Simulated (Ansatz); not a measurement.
Crystal: C.

```
C
1.0
     2.61972    0.00000    0.00000
     0.00000    2.61972    0.00000
     0.00000    0.00000    2.61972
C
3
Direct
  0.00000 0.50000 0.50000
  0.50000 0.00000 0.50000
  0.50000 0.50000 0.00000
```

The cell was built by a generator and needn't be a form met in nature.

```yaml
Program: Ansatz 0.2.0
Task: relaxation of cell and atoms
Functional: LDA
Potentials_or_basis: Ansatz PAW
Cutoff: "420 eV (not typed: the program's choice for these potentials)"
k_mesh: 10 × 10 × 10
Occupations: fermi-dirac, width 0.05 eV
Spin: no spin polarisation
```

At the start: volume 5.99 Å³/atom.

Problem. How do energy, volume and symmetry change on relaxing?

Solution. It ends after 8 steps and the volume is 5.61 Å³/atom (-6.4 %); space group Pm-3m (No. 221, to 0.05 Å).

The path:
```tsv
step	energy change (eV)	largest force (eV/Å)	volume (Å³)
1	0.0000	0.0000	17.98
2	-0.0316	0.0000	17.60
3	-0.0646	0.0000	16.99
4	-0.0667	0.0000	16.87
5	-0.0668	0.0000	16.85
6	-0.0592	0.0000	16.85
7	-0.0594	0.0000	16.83
8	-0.0593	0.0000	16.83
```

Final structure:
```
C
1.0
     2.56284    0.00000    0.00000
     0.00000    2.56284    0.00000
     0.00000    0.00000    2.56284
C
3
Direct
  0.00000 0.50000 0.50000
  0.50000 0.00000 0.50000
  0.50000 0.50000 0.00000
```

Caveat: the plane-wave basis is chosen anew once the cell has moved, so the energies of steps on either side of that aren't comparable; the pressure holds a Pulay correction of +1.5 GPa for the finite cutoff; the PAW data sets come from PBE, with cores solved anew for the run's functional, which leaves a small shift of forces and pressure.
